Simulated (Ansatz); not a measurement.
A surface is cut from this relaxed crystal of Ga:

```cif
data_structure
_symmetry_space_group_name_H-M 'C2/c'
_symmetry_Int_Tables_number 15
_cell_length_a 2.8080
_cell_length_b 8.0596
_cell_length_c 3.3907
_cell_angle_alpha 90.000
_cell_angle_beta 93.003
_cell_angle_gamma 90.000
_cell_volume 76.63
loop_
_atom_site_label
_atom_site_type_symbol
_atom_site_symmetry_multiplicity
_atom_site_Wyckoff_symbol
_atom_site_fract_x
_atom_site_fract_y
_atom_site_fract_z
_atom_site_occupancy
Ga1 Ga 4 e 0.50000 0.63405 0.25000 1
```

Miller indices refer to the conventional cell of C2/c (No. 15), a = 2.808 Å, b = 8.060 Å, c = 3.391 Å, α = 90.00°, β = 93.00°, γ = 90.00°.

Consider the (010) slab of 7 planes, 12.1 Å thick with 15 Å of vacuum as cut; outer planes Ga (top) and Ga (bottom), all atoms relaxed.

The calculation used Ansatz, DFT PBE, scalar-relativistic, plane waves, PAW. Plane waves to 420 eV, a k mesh through Γ of 12×10×1 on the computed 7-atom cell and Gaussian smearing (0.10 eV); no spin polarisation. A dipole correction removes the field between periodic images along c.

The work function read from the bulk's Fermi level differs by 0.28 eV, so the slab's middle doesn't match the bulk reference (too thin, or relaxed to another structure or magnetic state).

Question: Give the surface energy (mean of both faces).

Answer: 0.64 J/m².

Question: Give the work function.

Answer: 4.28 eV (top), 4.21 eV (bottom).

Question: The top two planes lie 1.869 Å apart in the bulk. How does relaxation change this?

Answer: The spacing becomes 1.988 Å (+6.4 %).

The reference crystal is a form of Ga, which isn't its usual structure.